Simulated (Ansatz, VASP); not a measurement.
## Two plane-wave programs on InP

```
CELL_PARAMETERS angstrom
0.00000 2.85500 2.85500
2.85500 0.00000 2.85500
2.85500 2.85500 0.00000
ATOMIC_POSITIONS crystal
In 0.00000 0.00000 0.00000
P 0.50000 0.50000 0.50000
```

Measurements of this composition are mostly on another form, of space group No. 216.

Alike in both runs: task single point; functional PBE; k mesh 6 × 6 × 6; occupations gaussian, width 0.1 eV; no spin polarisation.

```csv
,VASP,Ansatz
version,VASP 6.6.1,Ansatz 0.2.0
potentials or method,"VASP PAW PBE potentials, release 64 (In_d, P)","scalar-relativistic, plane waves, PAW"
plane-wave cutoff (eV),520,420
valence electrons in the cell,18,18
```

```tsv
	VASP	Ansatz	Ansatz less VASP
gap on the k mesh at the Fermi level (eV)	none	none	-
pressure (GPa)	-5.1	-5.1	+0.02
```

A gap of «none» marks a metal or a gap that the smearing closes. With one functional, cell and mesh, what is left measures potentials, basis and numerics.
